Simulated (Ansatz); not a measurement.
KNbO₃, cubic perovskite was relaxed with 4 functionals in Ansatz 0.2.0, cell and atoms free, the symmetry of the start kept (meshes: PBE 6×6×6, r2SCAN 6×6×6, PBEsol 6×6×6, LDA 6×6×6). Calculated for a static, non-magnetic cell.

The r2SCAN result:
```xyz
5
Lattice="3.9964 0.0000 0.0000 0.0000 3.9964 0.0000 0.0000 0.0000 3.9964" Properties=species:S:1:pos:R:3 pbc="T T T"
K     0.0000    0.0000    0.0000
Nb    1.9982    1.9982    1.9982
O     1.9982    1.9982    0.0000
O     1.9982    0.0000    1.9982
O     0.0000    1.9982    1.9982
```

Space group Pm-3m (No. 221), cubic; conventional cell a = 3.996 Å, 12.77 Å³ an atom. K has 12 O at 2.83 Å; Nb has 6 O at 2.00 Å; O has 2 Nb at 2.00 Å and 4 K at 2.83 Å.

Problem. Order the functionals by the relaxed volume, smallest first.
A. PBE
B. r2SCAN
C. PBEsol
D. LDA

Solution. D (12.36 Å³/atom), C (12.67 Å³/atom), B (12.77 Å³/atom), A (13.05 Å³/atom).

Problem. What lattice does PBEsol give?

Solution. a = 3.986 Å; the volume differs by -0.7 % from r2SCAN's. K is surrounded by 12 O at 2.82 Å; Nb is surrounded by 6 O at 1.99 Å; O is surrounded by 2 Nb at 1.99 Å and 4 K at 2.82 Å.

Problem. What lattice does PBE give?

Solution. a = 4.026 Å; the volume differs by +2.3 % from r2SCAN's. K has 12 O at 2.85 Å; Nb has 6 O at 2.01 Å; O has 2 Nb at 2.01 Å and 4 K at 2.85 Å.

Problem. Held at the r2SCAN cell, what mean stress do LDA and PBE find, and does its sign point to their own minimum?

Solution. Yes. LDA -6.19 GPa, and its relaxed volume is -3.2 % from r2SCAN's; PBE +4.14 GPa, and its relaxed volume is +2.3 % from r2SCAN's. Compression counts positive, so a positive stress asks for a larger cell.
